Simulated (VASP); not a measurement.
Runs of VASP 6.6.1 on SiC. It takes space group F-43m (No. 216, cubic). The conventional cell has a = 4.358 Å, b = 4.358 Å, c = 4.358 Å, α = 90.00°, β = 90.00°, γ = 90.00°. Around Si (site symmetry -43m) lie 4 C at 1.89 Å. Around C (site symmetry -43m) lie 4 Si at 1.89 Å. The cell is a database's computed one.

```csv
level,potentials or basis,k mesh,cutoff (eV),smearing,gap on the mesh (eV),pressure (GPa)
PBEsol,"VASP PAW PBE potentials, release 64 (Si, C)",16 × 16 × 16,520,gaussian 0.02 eV,1.23,0.1
r2SCAN,"VASP PAW PBE potentials, release 64 (Si, C)",10 × 10 × 10,520,gaussian 0.02 eV,(a),-0.5
PBEsol,"VASP PAW PBE potentials, release 64 (Si, C)",10 × 10 × 10,700,gaussian 0.02 eV,1.24,0.0
PBEsol,"VASP PAW PBE potentials, release 64 (Si, C_h)",10 × 10 × 10,900,gaussian 0.02 eV,1.24,-0.1
PBEsol,"VASP PAW PBE potentials, release 64 (Si, C)",10 × 10 × 10,520,gaussian 0.5 eV,1.23,0.1
```

Alike in all rows: task single point; no spin polarisation; cell as given.

Estimate the missing entries.

(a) 1.73.

Caveats: the PAW data sets were made with another functional, which shifts forces and pressure a little; the cutoff is under 1.25 times the usual one of these potentials, so pressure, stress and relaxed cells hold a basis-set (Pulay) error (some runs).

A k mesh can miss the band edges.

Not every run made on this cell is shown here.
